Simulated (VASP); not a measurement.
# NiO (Fm-3m) in VASP: settings compared

The runs below take NiO through relaxation of cell and atoms, with PBE, r2SCAN, SCAN.

Program: VASP 6.6.1. These are calculated values, not measurements. Logs are shortened: lines on timing, memory, paths and dates and some standing lists are left out, and cuts for length are marked.

## 1. The crystal as given

Symmetry: Fm-3m, No. 225, cubic system. Conventional cell: a = 4.172 Å, b = 4.172 Å, c = 4.172 Å, α = 90.00°, β = 90.00°, γ = 90.00°. Ni (site symmetry m-3m) is surrounded by 6 O at 2.09 Å. O (site symmetry m-3m) has 6 Ni at 2.09 Å as nearest neighbours.

## 2. Relaxation of cell and atoms, PBE, collinear spin, ferromagnetic start

Contents of INCAR:

```
PREC = Accurate
ENCUT = 600
EDIFF = 1E-7
ISMEAR = -1
SIGMA = 0.05
LREAL = F
LASPH = T
NELM = 150
ALGO = Fast
ISIF = 3
LWAVE = F
LCHARG = F
ISPIN = 2
MAGMOM = 1 0
LORBIT = 11
LMAXMIX = 4
GGA = PE
IBRION = 2
NSW = 40
EDIFFG = -0.01
```

Contents of KPOINTS:

```
Automatic mesh
0
Gamma
  11 11 11
```

Contents of POSCAR:

```
NiO
1.0
    0.0000000000      2.0859016414      2.0859016414
    2.0859016414      0.0000000000      2.0859016414
    2.0859016414      2.0859016414      0.0000000000
Ni O
1 1
Direct
    0.0000000000      0.0000000000      0.0000000000
    0.5000000000      0.5000000000      0.5000000000
```

Potentials or basis: VASP PAW PBE potentials, release 64 (Ni_pv, O).

On the command line:

```
$ cat potpaw_PBE.64/Ni_pv/POTCAR potpaw_PBE.64/O/POTCAR > POTCAR
$ mpirun -np 1 vasp_std > vasp.out
```

OUTCAR:

```text
PREC = Accurate
   ENCUT = 600
   EDIFF = 1E-7
   ISMEAR = -1
   LREAL = F
   LASPH = T
   NELM = 150
   ISIF = 3
   ISPIN = 2
   LORBIT = 11
   GGA = PE
   IBRION = 2
   NSW = 40
   EDIFFG = -0.01

 ion  position               nearest neighbor table
   1  0.000  0.000  0.000-   2 2.09   2 2.09   2 2.09   2 2.09   2 2.09   2 2.09
   2  0.500  0.500  0.500-   1 2.09   1 2.09   1 2.09   1 2.09   1 2.09   1 2.09

  LATTYP: Found a face centered cubic cell.
 ALAT       =     4.1718032828

  Lattice vectors:

 A1 = (   0.0000000000,   2.0859016414,   2.0859016414)
 A2 = (   2.0859016414,   0.0000000000,   2.0859016414)
 A3 = (   2.0859016414,   2.0859016414,   0.0000000000)

Analysis of symmetry for initial positions (statically):
=====================================================================
 Subroutine PRICEL returns:
 Original cell was already a primitive cell.

 Routine SETGRP: Setting up the symmetry group for a
 face centered cubic supercell.

 Subroutine GETGRP returns: Found 48 space group operations
 (whereof 48 operations were pure point group operations)
 out of a pool of 48 trial point group operations.

The static configuration has the point symmetry O_h .

Analysis of symmetry for dynamics (positions and initial velocities):
=====================================================================
 Subroutine PRICEL returns:
 Original cell was already a primitive cell.

 Routine SETGRP: Setting up the symmetry group for a
 face centered cubic supercell.

 Subroutine GETGRP returns: Found 48 space group operations
 (whereof 48 operations were pure point group operations)
 out of a pool of 48 trial point group operations.

The dynamic configuration has the point symmetry O_h .

Analysis of structural, dynamic, and magnetic symmetry:
=====================================================================
 Subroutine PRICEL returns:
 Original cell was already a primitive cell.

 Routine SETGRP: Setting up the symmetry group for a
 face centered cubic supercell.

 Subroutine GETGRP returns: Found 48 space group operations
 (whereof 48 operations were pure point group operations)
 out of a pool of 48 trial point group operations.

The overall configuration has the point symmetry O_h .

 Subroutine INISYM returns: Found 48 space group operations
 (whereof 48 operations are pure point group operations),
 and found     1 'primitive' translations

[... 111 lines left out ...]
   IALGO  =     68    algorithm
   IMIX   =      4    mixing-type and parameters
     AMIX     =   0.40;   BMIX     =  1.00
     AMIX_MAG =   1.60;   BMIX_MAG =  1.00
  volume/ion in A,a.u.               =       9.08        61.25
  Fermi-wavevector in a.u.,A,eV,Ry     =   1.745468  3.298456 41.452308  3.046659
  Thomas-Fermi vector in A             =   2.817149
   LORBIT       =     11    0 simple, 1 ext, 2 COOP (PROOUT), +10 PAW based schemes
   GGA     = PE    functional components
   LHFCALC =     F    Hartree Fock is set to
   AEXX    =    0.0000 exact exchange contribution
   IVDW    =     0    specifies the selected vdW correction
   LEPSILON=     F    determine dielectric tensor
   LRPA    =     F    only Hartree local field effects (RPA)
 conjugate gradient relaxation of ions
 spin polarized calculation
 RMM-DIIS sequential band-by-band and
  energy-cutoff  :      600.00
  volume of cell :       18.15
 maximum number of plane-waves:       620
   NGX = 11   NGY = 11   NGZ = 11

--------------------------------------- Ionic step        1  -------------------------------------------

 number of electron      22.0000019 magnetization       1.7180758

 Free energy of the ion-electron system (eV)
  ---------------------------------------------------
  ext. energy  EPLUGINS =         0.00000000
  ---------------------------------------------------
  free energy    TOTEN  =       -11.48944041 eV

  energy without entropy =      -11.47860410  energy(sigma->0) =      -11.48402225

------------------------ aborting loop because EDIFF is reached ----------------------------------------

  FORCE on cell =-STRESS in cart. coord.  units (eV):
  Direction    XX          YY          ZZ          XY          YZ          ZX
  --------------------------------------------------------------------------------------
  -------------------------------------------------------------------------------------
  Total        0.5275855      0.5275855      0.5275855     -0.0000000      0.0000000      0.0000000
  in kB       46.5684690     46.5684690     46.5684690     -0.0000000      0.0000000      0.0000000
  external PRESSURE =      46.5684690 kB  Pullay stress =       0.0000000 kB
[... 59 lines left out ...]
--------------------------------------- Ionic step        3  -------------------------------------------

 number of electron      22.0000000 magnetization       1.7915139

 Free energy of the ion-electron system (eV)
  ---------------------------------------------------
  ext. energy  EPLUGINS =         0.00000000
  ---------------------------------------------------
  free energy    TOTEN  =       -11.49617813 eV

  energy without entropy =      -11.48716227  energy(sigma->0) =      -11.49167020

 E-fermi :   6.6996     XC(G=0): -12.8622

 val. band max:        6.6970821922   @ k =   0.2727   0.1818   0.0000
 cond. band min:       6.7061713257   @ k =   0.0909   0.0909   0.0000
 fundamental gap:      0.0090891335
 Fermi energy:         6.6995530163

 spin component 1

 k-point     1 :       0.0000    0.0000    0.0000
  band No.  band energies     occupation
      1     -58.0937      1.00000
      2     -58.0937      1.00000
      3     -58.0937      1.00000
      4     -13.4722      1.00000
      5       3.5713      1.00000
      6       3.5714      1.00000
[... 435 lines left out ...]
      5       0.2285      1.00000
      6       1.3160      1.00000
[... 8 lines left out ...]
     15      19.6529      0.00000
     16      22.8359      0.00000

 [... further k-points ...]

 spin component 2

 k-point     1 :       0.0000    0.0000    0.0000
  band No.  band energies     occupation
      1     -56.2848      1.00000
      2     -56.2844      1.00000
      3     -56.2844      1.00000
      4     -13.0297      1.00000
      5       4.3009      1.00000
      6       4.3009      1.00000
[... 476 lines left out ...]
  FREE ENERGIE OF THE ION-ELECTRON SYSTEM (eV)
  ---------------------------------------------------
  free  energy   TOTEN  =       -11.4961781312 eV

  energy  without entropy=      -11.4871622662  energy(sigma->0) =      -11.49167020

 reached required accuracy - stopping structural energy minimisation

 total charge

# of ion       s       p       d       tot
------------------------------------------
    1        0.204   6.169   7.909  14.282
    2        1.553   3.418   0.000   4.971
--------------------------------------------------
tot          1.757   9.587   7.909  19.253

 magnetization (x)

# of ion       s       p       d       tot
------------------------------------------
    1        0.010   0.010   1.448   1.468
    2        0.028   0.244   0.000   0.271
--------------------------------------------------
tot          0.038   0.254   1.448   1.739
```

Wall time 38 s (1 thread of Intel Xeon 6975P-C (Granite Rapids), shared host); peak memory 0.17 GiB.

What came out:

* Free energy: -11.4962 eV
* Relaxed volume: 9.31 Å³/atom
* Relaxed cell: a = 2.975 Å, b = 2.975 Å, c = 2.975 Å, α = 60.00°, β = 60.00°, γ = 60.00°
* Space group after relaxing (to 0.05 Å): Fm-3m (No. 225)
* Energy gained by relaxing: 3.4 meV/atom
* Ionic steps: 3
* Pressure after relaxing: 0.0 GPa
* Band gap on the k mesh: none (metal or under the smearing width)
* Net moment: 1.79 μB per cell
* Site moments: Ni +1.47; O +0.27 μB
* Valence electrons inside the program's atomic spheres: Ni 14.28; O 4.97

Step by step:
```
step  energy change (eV)  largest force (eV/Å)  pressure (GPa)  volume (Å³)
   1              0.0000                0.0000            4.66        18.15
   2             -0.0052                0.0000           -2.09        18.85
   3             -0.0067                0.0000            0.01        18.62
```

Final structure:
```yaml
crystal:
  lattice:
    - [0.00000, 2.10380, 2.10380]
    - [2.10380, 0.00000, 2.10380]
    - [2.10380, 2.10380, 0.00000]
  atoms:
    - { symbol: Ni, position: [0.00000, 0.00000, 0.00000] }
    - { symbol: O, position: [0.50000, 0.50000, 0.50000] }
```

Caveat: a cell with one magnetic atom can't hold antiferromagnetic order, which such compounds often take; semilocal functionals often make such compounds metallic where correlation or magnetic order opens a gap, which also shifts bond lengths. Zero-point motion and thermal expansion aren't in these numbers.

## 3. Relaxation of cell and atoms, PBE, collinear spin, ferromagnetic start

Contents of INCAR:

```
  PREC = Accurate
  ENCUT = 680
  EDIFF = 1E-7
  ISMEAR = -1
  SIGMA = 0.05
  LREAL = F
  LASPH = T
  NELM = 100
  ALGO = Normal
  ISIF = 3
  LWAVE = F
  LCHARG = F
  ISPIN = 2
  MAGMOM = 1 0
  LORBIT = 11
  LMAXMIX = 4
  GGA = PE
  IBRION = 2
  NSW = 60
  EDIFFG = -0.01
```

Contents of KPOINTS:

```
regular mesh
0
Gamma
  11 11 11
```

POSCAR is that of step 2.

Potentials or basis: VASP PAW PBE potentials, release 64 (Ni_sv_GW, O_GW).

On the command line:

```
$ cat potpaw_PBE.64/Ni_sv_GW/POTCAR potpaw_PBE.64/O_GW/POTCAR > POTCAR
$ mpirun -np 1 vasp_std > vasp.out
```

OUTCAR:

```text
PREC = Accurate
   ENCUT = 680
   EDIFF = 1E-7
   ISMEAR = -1
   LREAL = F
   LASPH = T
   NELM = 100
   ISIF = 3
   ISPIN = 2
   LORBIT = 11
   GGA = PE
   IBRION = 2
   NSW = 60
   EDIFFG = -0.01

 ion  position               nearest neighbor table
   1  0.000  0.000  0.000-   2 2.09   2 2.09   2 2.09   2 2.09   2 2.09   2 2.09
   2  0.500  0.500  0.500-   1 2.09   1 2.09   1 2.09   1 2.09   1 2.09   1 2.09

  LATTYP: Found a face centered cubic cell.
 ALAT       =     4.1718032828

  Lattice vectors:

 A1 = (   0.0000000000,   2.0859016414,   2.0859016414)
 A2 = (   2.0859016414,   0.0000000000,   2.0859016414)
 A3 = (   2.0859016414,   2.0859016414,   0.0000000000)

Analysis of symmetry for initial positions (statically):
=====================================================================
 Subroutine PRICEL returns:
[... 274 lines left out ...]
 fundamental gap:      0.0156219986
 Fermi energy:         6.6753698982

 spin component 1

 k-point     1 :       0.0000    0.0000    0.0000
  band No.  band energies     occupation
      1     -97.7523      1.00000
      2     -58.1283      1.00000
      3     -58.1283      1.00000
      4     -58.1283      1.00000
      5     -13.4978      1.00000
      6       3.5215      1.00000
[... 459 lines left out ...]
      6       0.1955      1.00000
[... 9 lines left out ...]
     16      19.6016      0.00000
     17      22.7814      0.00000

 [... further k-points ...]

 spin component 2

 k-point     1 :       0.0000    0.0000    0.0000
  band No.  band energies     occupation
      1     -95.8731      1.00000
      2     -56.2950      1.00000
      3     -56.2950      1.00000
      4     -56.2950      1.00000
      5     -13.0526      1.00000
      6       4.2731      1.00000
[... 500 lines left out ...]
  FREE ENERGIE OF THE ION-ELECTRON SYSTEM (eV)
  ---------------------------------------------------
  free  energy   TOTEN  =       -12.4392927529 eV

  energy  without entropy=      -12.4308250570  energy(sigma->0) =      -12.43505890

 reached required accuracy - stopping structural energy minimisation

 total charge

# of ion       s       p       d       f       tot
--------------------------------------------------
    1        2.150   6.205   7.774   0.009  16.138
    2        1.530   3.375   0.000   0.000   4.906
--------------------------------------------------
tot          3.680   9.580   7.774   0.009  21.043

 magnetization (x)

# of ion       s       p       d       f       tot
--------------------------------------------------
    1        0.009   0.012   1.469   0.001   1.491
    2        0.031   0.250   0.000   0.000   0.282
--------------------------------------------------
tot          0.040   0.263   1.469   0.001   1.772
```

CONTCAR:

```text
NiO
   1.00000000000000
     0.0000000000000000    2.1043086194278739    2.1043086194278739
     2.1043086194278739    0.0000000000000000    2.1043086194278739
     2.1043086194278739    2.1043086194278739   -0.0000000000000000
  Ni              O
     1     1
Direct
     0.0000000000000000    0.0000000000000000    0.0000000000000000
     0.5000000000000000    0.5000000000000000    0.5000000000000000

  0.00000000E+00  0.00000000E+00  0.00000000E+00
  0.00000000E+00  0.00000000E+00  0.00000000E+00
```

Run time: 1.8 min. Hardware: 1 thread of Intel Xeon 6975P-C (Granite Rapids), shared host; peak memory 0.22 GiB.

What came out:

* Free energy: -12.4393 eV
* Relaxed volume: 9.32 Å³/atom
* Relaxed cell: a = 2.976 Å, b = 2.976 Å, c = 2.976 Å, α = 60.00°, β = 60.00°, γ = 60.00°
* Space group after relaxing (to 0.05 Å): Fm-3m (No. 225)
* Energy gained by relaxing: 3.7 meV/atom
* Ionic steps: 3
* Pressure after relaxing: 0.0 GPa
* Band gap on the k mesh: none (metal or under the smearing width)
* Net moment: 1.81 μB per cell
* Site moments: Ni +1.49; O +0.28 μB
* Valence electrons inside the program's atomic spheres: Ni 16.14; O 4.91

The path:
```tsv
step	energy change (eV)	largest force (eV/Å)	pressure (GPa)	volume (Å³)
1	0.0000	0.0000	4.97	18.15
2	-0.0053	0.0000	-2.49	18.90
3	-0.0074	0.0000	0.01	18.64
```

Final structure:
```yaml
crystal:
  lattice:
    - [0.00000, 2.10431, 2.10431]
    - [2.10431, 0.00000, 2.10431]
    - [2.10431, 2.10431, 0.00000]
  atoms:
    - { symbol: Ni, position: [0.00000, 0.00000, 0.00000] }
    - { symbol: O, position: [0.50000, 0.50000, 0.50000] }
```

Caveat: a cell with one magnetic atom can't hold antiferromagnetic order, which such compounds often take; semilocal functionals often make such compounds metallic where correlation or magnetic order opens a gap, which also shifts bond lengths.

## 4. Relaxation of cell and atoms, PBE, collinear spin, ferromagnetic start

Contents of INCAR:

```
ALGO     = Normal         # electronic algorithm
EDIFF    = 1E-7           # SCF threshold, eV
EDIFFG   = -0.01          # ionic threshold
ENCUT    = 630            # plane-wave cutoff, eV
GGA      = PE             # functional
IBRION   = 2              # ionic algorithm
ISIF     = 3              # what is computed and relaxed
ISMEAR   = -1             # smearing method
ISPIN    = 2              # spin polarisation
LASPH    = True           # aspherical terms in the spheres
LCHARG   = False          # write CHGCAR
LMAXMIX  = 4              # l up to which the mixer works
LORBIT   = 11             # projections on sites
LREAL    = False          # projectors in reciprocal space
LWAVE    = False          # write WAVECAR
MAGMOM   = 1 0            # initial moments
NELM     = 150            # most SCF steps
NSW      = 60             # ionic steps
PREC     = Accurate       # precision mode
SIGMA    = 0.05           # smearing width, eV
```

Contents of KPOINTS:

```
k-points
0
Gamma
  11 11 11
```

POSCAR is that of step 3.

Potentials or basis: VASP PAW PBE potentials, release 64 (Ni_GW, O_GW).

On the command line:

```
$ cat potpaw_PBE.64/Ni_GW/POTCAR potpaw_PBE.64/O_GW/POTCAR > POTCAR
$ mpirun -np 1 vasp_std > vasp.out
```

OUTCAR:

```text
EDIFF = 1E-7
   EDIFFG = -0.01
   ENCUT = 630
   GGA = PE
   IBRION = 2
   ISIF = 3
   ISMEAR = -1
   ISPIN = 2
   LASPH = True
   LORBIT = 11
   LREAL = False
   NELM = 150
   NSW = 60
   PREC = Accurate

 ion  position               nearest neighbor table
   1  0.000  0.000  0.000-   2 2.09   2 2.09   2 2.09   2 2.09   2 2.09   2 2.09
   2  0.500  0.500  0.500-   1 2.09   1 2.09   1 2.09   1 2.09   1 2.09   1 2.09

  LATTYP: Found a face centered cubic cell.
 ALAT       =     4.1718032828

  Lattice vectors:

 A1 = (   0.0000000000,   2.0859016414,   2.0859016414)
 A2 = (   2.0859016414,   0.0000000000,   2.0859016414)
 A3 = (   2.0859016414,   2.0859016414,   0.0000000000)

Analysis of symmetry for initial positions (statically):
=====================================================================
[... 654 lines left out ...]
      6       2.4609      1.00000
      7       3.1302      1.00000
      8       3.1762      1.00000
      9       4.5983      0.94246
     10       9.8479      0.00000
     11      16.8065      0.00000
     12      17.6858      0.00000
     13      20.8239      0.00000

 [... further k-points ...]

 spin component 2

 k-point     1 :       0.0000    0.0000    0.0000
  band No.  band energies     occupation
      1     -14.9553      1.00000
      2       2.3621      1.00000
      3       2.3621      1.00000
      4       2.3621      1.00000
      5       2.9726      1.00000
      6       2.9726      1.00000
      7       2.9726      1.00000
      8       4.2194      0.99997
      9       4.2194      0.99997
     10       6.4973      0.00000
     11      22.4266      0.00000
     12      23.6441      0.00000
     13      23.6441      0.00000
[... 397 lines left out ...]
  FREE ENERGIE OF THE ION-ELECTRON SYSTEM (eV)
  ---------------------------------------------------
  free  energy   TOTEN  =       -11.5139108293 eV

  energy  without entropy=      -11.5044165102  energy(sigma->0) =      -11.50916367

 reached required accuracy - stopping structural energy minimisation

 total charge

# of ion       s       p       d       f       tot
--------------------------------------------------
    1        0.317   0.375   8.171   0.023   8.885
    2        1.531   3.370   0.000   0.000   4.901
--------------------------------------------------
tot          1.848   3.745   8.171   0.023  13.786

 magnetization (x)

# of ion       s       p       d       f       tot
--------------------------------------------------
    1        0.012   0.015   1.419   0.002   1.447
    2        0.031   0.248   0.000   0.000   0.279
--------------------------------------------------
tot          0.043   0.263   1.419   0.002   1.726
```

CONTCAR:

```text
NiO
   1.00000000000000
    -0.0000000000000000    2.1049065854949141    2.1049065854949141
     2.1049065854949141   -0.0000000000000000    2.1049065854949141
     2.1049065854949141    2.1049065854949141   -0.0000000000000000
  Ni              O
     1     1
Direct
     0.0000000000000000    0.0000000000000000    0.0000000000000000
     0.5000000000000000    0.5000000000000000    0.5000000000000000

  0.00000000E+00  0.00000000E+00  0.00000000E+00
  0.00000000E+00  0.00000000E+00  0.00000000E+00
```

Run time: 39 s. Hardware: 1 thread of Intel Xeon 6975P-C (Granite Rapids), shared host; peak memory 0.18 GiB.

Results:

```
Free energy                                           : -11.5139 eV
Relaxed volume                                        : 9.33 Å³/atom
Relaxed cell                                          : a = 2.977 Å, b = 2.977 Å, c = 2.977 Å, α = 60.00°, β = 60.00°, γ = 60.00°
Space group after relaxing (to 0.05 Å)                : Fm-3m (No. 225)
Energy gained by relaxing                             : 3.6 meV/atom
Ionic steps                                           : 3
Pressure after relaxing                               : 0.0 GPa
Band gap on the k mesh                                : none (metal or under the smearing width)
Net moment                                            : 1.78 μB per cell
Site moments                                          : Ni +1.45; O +0.28 μB
Valence electrons inside the program's atomic spheres : Ni 8.88; O 4.90
```

The path:
| step | energy change (eV) | largest force (eV/Å) | pressure (GPa) | volume (Å³) |
| --- | --- | --- | --- | --- |
| 1 | 0.0000 | 0.0000 | 4.72 | 18.15 |
| 2 | -0.0060 | 0.0000 | -1.84 | 18.86 |
| 3 | -0.0073 | 0.0000 | 0.01 | 18.65 |

Final structure:
```
Ni O
1.0
     0.00000    2.10491    2.10491
     2.10491    0.00000    2.10491
     2.10491    2.10491    0.00000
Ni O
1 1
Direct
  0.00000 0.00000 0.00000
  0.50000 0.50000 0.50000
```

Caveat: a cell with one magnetic atom can't hold antiferromagnetic order, which such compounds often take; semilocal functionals often make such compounds metallic where correlation or magnetic order opens a gap, which also shifts bond lengths. Zero-point motion and thermal expansion aren't in these numbers.

[end of part 1 of 2]
